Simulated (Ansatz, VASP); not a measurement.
# One calculation of LiF, two programs

```
Li F
1.0
     3.06094    0.00000    0.00000
    -1.53047    2.65085    0.00000
     0.00000    0.00000    4.80732
Li F
2 2
Direct
  0.33333 0.66667 0.38115
  0.66667 0.33333 0.88115
  0.33333 0.66667 0.99384
  0.66667 0.33333 0.49384
```

Measurements of this composition are mostly on another form, of space group No. 225.

Alike in both runs: task electric field gradients; functional PBE; k mesh 7 × 7 × 4; occupations fermi-dirac, width 0.02 eV; no spin polarisation.

```csv
,VASP,Ansatz
version,VASP 6.6.1,Ansatz 0.2.0
potentials or method,"VASP PAW PBE potentials, release 64 (Li_sv, F)","plane-wave PAW, scalar-relativistic"
plane-wave cutoff (eV),520,420
valence electrons in the cell,20,20
```

```csv
,VASP,Ansatz,Ansatz less VASP
gap on the k mesh at the Fermi level (eV),7.91,7.92,+0.014
Vzz of the field gradient on the site that differs most (V/Å²),-0.7,-0.9,-0.17
```

Caveats: an odd mesh through Γ misses points on the zone boundary, where band edges often lie. PBE gaps usually lie below the measured ones, often by a third to a half.
